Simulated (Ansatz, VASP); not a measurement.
**Two plane-wave programs on CaSe**

The input INCAR:

```
  PREC = Accurate
  ENCUT = 520
  EDIFF = 1E-6
  ISMEAR = -1
  SIGMA = 0.05
  LREAL = F
  LASPH = T
  NELM = 80
  ALGO = Normal
  ISIF = 2
  LWAVE = F
  LCHARG = F
  GGA = PE
  NBANDS = 15
```

KPOINTS

```
Automatic mesh
0
Gamma
  8 8 8
```

Contents of POSCAR:

```
CaSe
1.0
    0.0000000000      2.9361604760      2.9361604760
    2.9361604760      0.0000000000      2.9361604760
    2.9361604760      2.9361604760      0.0000000000
Se Ca
1 1
Direct
    0.5000000000      0.5000000000      0.5000000000
    0.0000000000      0.0000000000      0.0000000000
```

input.yaml

```yaml
crystal:
  lattice:
    - [0.0, 2.936160476, 2.936160476]
    - [2.936160476, 0.0, 2.936160476]
    - [2.936160476, 2.936160476, 0.0]
  atoms:
    - { symbol: Se, position: [0.5, 0.5, 0.5] }
    - { symbol: Ca, position: [0.0, 0.0, 0.0] }
hamiltonian:
  xc: pbe
  pseudopotentials: { kind: paw }
kpoints:
  mp_grid: { grid: [8, 8, 8] }
scf:
  occupations: { method: fermi_dirac, width: 0.05 }
output:
  forces: true
  stress: true
  eigenvalues: true
```

Alike in both runs: task single point; functional PBE; k mesh 8 × 8 × 8; occupations fermi-dirac, width 0.05 eV; no spin polarisation.

```csv
,VASP,Ansatz
version,VASP 6.6.1,Ansatz 0.2.0
potentials or method,"VASP PAW PBE potentials, release 64 (Se, Ca_sv)",Ansatz PAW
plane-wave cutoff (eV),520,420
valence electrons in the cell,16,26
```

VASP gave:

| Item | Value |
| --- | --- |
| gap on the k mesh at the Fermi level (eV) | 1.97 |
| least direct gap on the mesh (eV) | 2.92 |
| pressure (GPa) | 2.5 |

Problem. Which values does Ansatz return?

Solution. gap on the k mesh at the Fermi level (eV): 1.98; least direct gap on the mesh (eV): 2.93; pressure (GPa): 2.3.

The two sets of potentials don't hold the same shells in valence.

A k mesh can miss the band edges.
